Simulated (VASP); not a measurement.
# Sb: relaxation of cell and atoms with PBEsol

Sb:

```
Sb
1.0
     2.15420    1.24373    3.75800
    -2.15420    1.24373    3.75800
     0.00000   -2.48746    3.75800
Sb
2
Direct
  0.23349 0.23349 0.23349
  0.76651 0.76651 0.76651
```

- Program: VASP 6.6.1
- Task: relaxation of cell and atoms
- Functional: PBEsol
- Potentials or basis: VASP PAW PBE potentials, release 64 (Sb)
- Cutoff: 600 eV
- k mesh: 12 × 12 × 10
- Occupations: methfessel-paxton, width 0.1 eV
- Spin: no spin polarisation
- Further INCAR settings: ALGO = Normal; EDIFF = 1e-06; IBRION = 2; EDIFFG = -0.01; NSW = 90; ISIF = 3

```json
{
  "Relaxed volume": "29.77 Å³/atom",
  "Relaxed cell": "a = 4.445 Å, b = 4.445 Å, c = 4.445 Å, α = 58.22°, β = 58.22°, γ = 58.22°",
  "Space group after relaxing (to 0.05 Å)": "R-3m (No. 166)",
  "Energy gained by relaxing": "3.8 meV/atom",
  "Ionic steps": "9",
  "Pressure after relaxing": "0.0 GPa",
  "Band gap on the k mesh": "none (metal or under the smearing width)"
}
```

The path:
| step | energy change (eV) | largest force (eV/Å) | pressure (GPa) | volume (Å³) |
| --- | --- | --- | --- | --- |
| 1 | 0.0000 | 0.2036 | 0.24 | 60.41 |
| 2 | -0.0030 | 0.0801 | -0.44 | 60.80 |
| 3 | -0.0031 | 0.0515 | -0.60 | 60.90 |
| 4 | -0.0056 | 0.0290 | -0.39 | 60.43 |
| 5 | -0.0075 | 0.0076 | 0.03 | 59.61 |
| 6 | -0.0075 | 0.0096 | 0.06 | 59.56 |
| 7 | -0.0076 | 0.0107 | 0.00 | 59.59 |
| 8 | -0.0076 | 0.0113 | -0.04 | 59.61 |
| 9 | -0.0076 | 0.0008 | 0.03 | 59.55 |

Final structure:
```
CELL_PARAMETERS angstrom
2.16219 1.24834 3.67702
-2.16219 1.24834 3.67702
0.00000 -2.49669 3.67702
ATOMIC_POSITIONS crystal
Sb 0.23650 0.23650 0.23650
Sb 0.76350 0.76350 0.76350
```

Levels at points of the mesh, in eV from the Fermi level:
```
           k point  band 1  band 2  band 3  band 4  band 5  band 6  band 7  band 8  band 9
(0.00, 0.00, 0.00)  -12.69   -4.65   -1.91   -1.75   -1.75    2.42    2.89    2.89    4.97
(0.50, 0.00, 0.00)  -10.26   -9.67   -1.67   -1.50   -0.26   -0.13    0.25    0.31    7.89
(0.50, 0.50, 0.00)  -10.27   -7.82   -5.55   -3.72   -3.67    1.63    5.13    5.51    7.19
(0.50, 0.50, 0.50)  -10.92   -9.12   -1.18   -1.18   -0.42   -0.01   -0.01    0.97    7.35
```

Wall time 4.7 min on 1 thread of Intel(R) Xeon(R) 6975P-C (Granite Rapids) (shared host), peak memory 0.4 GiB.

Caveat: the PAW data sets were made with another functional, which shifts forces and pressure a little. The run has no spin-orbit coupling, so splittings on Sb are missing.
